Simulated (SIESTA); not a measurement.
Ti:

```
Ti
1.0
     4.56737    0.00000    0.00000
    -2.28369    3.95546    0.00000
     0.00000    0.00000    2.82624
Ti
3
Direct
  0.66667 0.33333 0.50000
  0.33333 0.66667 0.50000
  0.00000 0.00000 0.00000
```

This isn't the form of Ti at room conditions, which is hcp.

Base run:

- Program: SIESTA 5.4.2
- Functional: LDA
- Potentials or basis: PseudoDojo 0.4 standard (LDA files)
- Basis: DZP (energy shift 0.003 Ry; two zetas on semicore shells)
- Grid cutoff: 800 Ry
- Energy shift: 0.003 Ry
- k mesh: 7 × 7 × 9
- Occupations: fermi-dirac, width 0.05 eV
- Spin: no spin polarisation

Its results: band gap on the k mesh none (metal or under the smearing width); pressure -7.6 GPa.

Question: The run is repeated on the same cell with these changes: functional from LDA to PBEsol; potentials or basis from PseudoDojo 0.4 standard (LDA files) to PseudoDojo 0.4 standard (PBEsol files). What comes out?

Answer: Band gap on the k mesh none (metal or under the smearing width); pressure -3.3 GPa.

Caveats: the basis of atomic orbitals isn't converged, which shifts pressures, moduli and gaps.

Not every run made on this cell is shown here.
